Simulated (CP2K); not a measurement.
Cd under changes of volume

One of the cells (21.939 Å³/atom); the others are scaled copies at fixed shape and fractional positions:

```xyz
1
Lattice="3.0735 0.0000 0.0000 1.3910 2.7408 0.0000 1.3910 0.8539 2.6044" Properties=species:S:1:pos:R:3 pbc="T T T"
Cd    0.0000    0.0000    0.0000
```

This isn't the form of Cd at room conditions, which is hcp.

- Program: CP2K 2026.2
- Functional: PBE
- Potentials or basis: POTENTIAL_UZH Cd GTH-PBE-q12; TZVP-MOLOPT-PBE-GTH basis
- Density cutoff: 6123 eV
- k mesh: 10 × 10 × 10
- Occupations: fermi-dirac, width 0.05 eV
- Spin: no spin polarisation

```tsv
volume (Å³/atom)	energy over the lowest point (meV/atom)	pressure (GPa)
20.623	?	?
21.062	26.84	4.9
21.500	15.27	3.5
21.939	7.19	2.3
22.378	2.21	1.3
22.817	0.00	0.3
23.255	0.23	-0.5
```

Q: What does the run at 20.623 Å³/atom give?

A: Energy over the lowest point 42.29 meV/atom; pressure 6.4 GPa.

Worked out: A Birch-Murnaghan fit of order 3 (a polynomial in V^(-2/3)) to the other rows has its minimum at 22.99 Å³/atom with B0 = V·E''(V) = 45 GPa and B' = 5.3 at fixed shape and positions, which overstates the stiffness. It gives 42.39 meV/atom at 20.623 Å³/atom, against the run's 42.29, and -dE/dV = 6.5 GPa, against 6.4.

Energies are extrapolated to zero smearing.

Caveats: the basis of atomic orbitals isn't converged, which shifts pressures, moduli and gaps.
